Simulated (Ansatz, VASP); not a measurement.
# One calculation of Si, two programs

Contents of INCAR:

```
PREC = Accurate
ENCUT = 600
EDIFF = 1E-6
ISMEAR = 0
SIGMA = 0.02
LREAL = False
LASPH = True
NELM = 100
ALGO = Normal
ISIF = 3
LWAVE = False
LCHARG = False
GGA = CA
IBRION = 2
NSW = 100
EDIFFG = -0.002
```

File KPOINTS:

```
Automatic mesh
0
Gamma
  10 10 10
```

The input POSCAR:

```
Si
1.0
    0.0000000000      2.7155000000      2.7155000000
    2.7155000000      0.0000000000      2.7155000000
    2.7155000000      2.7155000000      0.0000000000
Si
2
Direct
    0.0000000000      0.0000000000      0.0000000000
    0.2500000000      0.2500000000      0.2500000000
```

Input for Ansatz:

```yaml
crystal:
  lattice:
    - [0.0, 2.7155, 2.7155]
    - [2.7155, 0.0, 2.7155]
    - [2.7155, 2.7155, 0.0]
  atoms:
    - { symbol: Si, position: [0.0, 0.0, 0.0] }
    - { symbol: Si, position: [0.25, 0.25, 0.25] }
basis:
  ecutwfc: 420
kpoints:
  mp_grid: { grid: [10, 10, 10] }
hamiltonian:
  xc: lda
scf:
  occupations: { method: gaussian, width: 0.02 }
output:
  forces: true
  stress: true
  eigenvalues: true
  write_density: true
  write_potential: true
  elf: true
  volumetric_format: npy
relax:
  adjacent_minimum: "off"
  f_tol: 0.002
  max_steps: 80
  cell: { stress_tol: 0.02 }
```

Alike in both runs: task relaxation of cell and atoms; functional LDA; k mesh 10 × 10 × 10; occupations gaussian, width 0.02 eV; no spin polarisation.

```csv
,VASP,Ansatz
version,VASP 6.6.1,Ansatz 0.2.0
potentials or method,"VASP PAW LDA potentials, release 64 (Si)","scalar-relativistic, plane waves, PAW"
plane-wave cutoff (eV),600,420
valence electrons in the cell,8,8
```

Ansatz gave:

| Property | Result |
| --- | --- |
| gap on the k mesh at the Fermi level, each at its own relaxed structure (eV) | 0.45 |
| relaxed volume (Å³/atom) | 19.70 |
| relaxed cell length with the largest relative difference (Å) | 3.820 |
| energy change over the relaxation (meV/atom) | -2 |

Question: Estimate VASP's values.

Answer: gap on the k mesh at the Fermi level, each at its own relaxed structure (eV): 0.45; relaxed volume (Å³/atom): 19.72; relaxed cell length with the largest relative difference (Å): 3.821; energy change over the relaxation (meV/atom): -1.

A k mesh can miss the band edges. As with any semilocal functional, this LDA gap is likely too small.
